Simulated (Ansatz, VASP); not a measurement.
This is a calculation of Ni for VASP 6.6.1. 

Contents of INCAR:

```
  ALGO = Normal
  EDIFF = 1E-6
  ENCUT = 520
  GGA = PE
  ISIF = 2
  ISMEAR = 0
  ISPIN = 2
  LASPH = True
  LCHARG = False
  LMAXMIX = 4
  LORBIT = 11
  LREAL = False
  LWAVE = False
  MAGMOM = 1
  NELM = 100
  PREC = Accurate
  SIGMA = 0.012
```

File KPOINTS:

```
k-points
0
Gamma
  13 13 13
```

File POSCAR:

```
Ni
1.0
    0.0000000000      1.7375729330      1.7375729330
    1.7375729330      0.0000000000      1.7375729330
    1.7375729330      1.7375729330      0.0000000000
Ni
1
Direct
    0.0000000000      0.0000000000      0.0000000000
```

Potentials or basis: VASP PAW PBE potentials, release 64 (Ni).

The run is started by

```bash
$ cat potpaw_PBE.64/Ni/POTCAR > POTCAR
$ mpirun -np 1 vasp_std > vasp.out
```

Q: Translate it to Ansatz 0.2.0. Potentials or basis there: all-electron LAPW, scalar-relativistic.

A: As run (cutoffs and basis follow the program's own potentials, and thresholds, step limits or extra output files can differ):

input.yaml

```yaml
crystal:
  lattice:
    - [0.0, 1.737572933, 1.737572933]
    - [1.737572933, 0.0, 1.737572933]
    - [1.737572933, 1.737572933, 0.0]
  atoms:
    - { symbol: Ni, position: [0.0, 0.0, 0.0], spin: 1.0 }
kpoints:
  mp_grid: { grid: [13, 13, 13] }
scf:
  occupations: { method: gaussian, width: 0.012 }
hamiltonian:
  xc: pbe
  pseudopotentials: { kind: all_electron, lapw: { basis_error: 0.001 } }
magnetization:
  spin_polarized: true
output:
  forces: true
  stress: true
  eigenvalues: true
```

Potentials or basis: all-electron LAPW, scalar-relativistic.

Command:

```bash
$ ansatz run input.yaml --threads 2 --pin off --max-ram 6144MiB --backend cpu --events-out ev --progress --plain --runs-dir out
```

Both were run:

|  | VASP | Ansatz |
| --- | --- | --- |
| Pressure | 7.8 GPa | 8.0 GPa |
| Net moment | 0.62 μB per cell | 0.64 μB per cell |

Where Ansatz's input types no cutoff or centring, it takes its own default and a Γ-centred mesh.

The magnetic state is the one that the start led to; the real crystal's order can differ.

Pressure is positive in compression.
